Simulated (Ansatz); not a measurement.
Te₂Pt: a prediction, then the measurements

Computed with Ansatz, DFT PBE, scalar-relativistic, plane waves, PAW.

Plane waves to 420 eV, a k mesh through Γ of 12×12×10 on the computed 3-atom cell and Gaussian smearing (0.10 eV); no spin polarisation.

Relaxed structure:

```cif
data_structure
_symmetry_space_group_name_H-M 'P-3m1'
_symmetry_Int_Tables_number 164
_cell_length_a 4.0893
_cell_length_b 4.0893
_cell_length_c 5.3804
_cell_angle_alpha 90.000
_cell_angle_beta 90.000
_cell_angle_gamma 120.000
_cell_volume 77.92
loop_
_atom_site_label
_atom_site_type_symbol
_atom_site_symmetry_multiplicity
_atom_site_Wyckoff_symbol
_atom_site_fract_x
_atom_site_fract_y
_atom_site_fract_z
_atom_site_occupancy
Te1 Te 2 d 0.33333 0.66667 0.25333 1
Pt1 Pt 1 a 0.00000 0.00000 0.00000 1
```

| Quantity | Value |
| --- | --- |
| Space group | P-3m1 (No. 164) |
| Volume per atom | 175.3 bohr³ |
| Formation energy from the elements' standard states (uncorrected) | -0.388 eV/atom |
| Kohn–Sham band gap | none (metal) |
| Density of states at the Fermi level | 1.3 states/eV per cell |
| Orbital (Löwdin) character within 0.5 eV of the Fermi level | Te 5p 66 %, Pt 5d 25 % |
| Bader charge by site (e) | Te (2 in the cell) 0.23, Pt (1 in the cell) -0.45 |

Spin-orbit coupling is left out, which matters for the bands of heavy elements. The cell holds layers, chains or molecules and no dispersion correction was added, so their binding is poorly described.

**Against measurements.**

Measured lattice constant a of Te2Pt: 4.025 Å (quoted in “New three-dimensional dispersion in the type-II Dirac semimetals PtTe2 and PdTe2 revealed through Angle Resolved Photoemission Spectroscopy”, 2024, arxiv:2312.15371). This calculation gives 4.089 Å (+1.6 %). A measured lattice constant c of Te2Pt is 5.21 Å (300 K; “Experimental evidence of type-II Dirac fermions in PtSe2”, 2017, arxiv:1703.04242); the calculated 5.380 Å exceeds it by 3.3 %. The calculation is for 0 K without zero-point motion.

It was relaxed from a cell as deposited in COD. Löwdin shares on free-atom orbitals overweight diffuse shells.
